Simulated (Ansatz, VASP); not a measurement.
# Two plane-wave programs on CuO

```
CELL_PARAMETERS angstrom
3.39908 0.00000 0.00000
0.00000 3.39908 0.00000
0.00000 0.00000 4.23187
ATOMIC_POSITIONS crystal
Cu 0.00000 0.50000 0.00000
Cu 0.50000 0.00000 0.50000
O 0.00000 0.00000 0.25000
O 0.00000 0.00000 0.75000
```

Measurements of this composition are mostly on another form, of space group No. 15.

Alike in both runs: task single point; functional PBE; k mesh 8 × 8 × 6; occupations fermi-dirac, width 0.05 eV; no spin polarisation.

|  | VASP | Ansatz |
| --- | --- | --- |
| version | VASP 6.6.1 | Ansatz 0.2.0 |
| potentials or method | VASP PAW PBE potentials, release 64 (Cu, O) | Ansatz PAW |
| plane-wave cutoff (eV) | 520 | 420 |
| valence electrons in the cell | 34 | 50 |

|  | VASP | Ansatz | Ansatz less VASP |
| --- | --- | --- | --- |
| gap on the k mesh at the Fermi level (eV) | none | none | - |
| pressure (GPa) | 0.1 | -0.4 | -0.47 |
| largest component of the traceless stress (GPa) | 24.85 | 25.37 | +0.522 |

A gap of «none» marks a metal or a gap that the smearing closes. The two sets of potentials don't hold the same shells in valence.

Caveats: the run has no spin polarisation, though such a crystal can be magnetic; semilocal functionals often make such compounds metallic where correlation or magnetic order opens a gap, which also shifts bond lengths; the pressure holds a Pulay correction of +0.6 GPa for the finite cutoff (Ansatz).
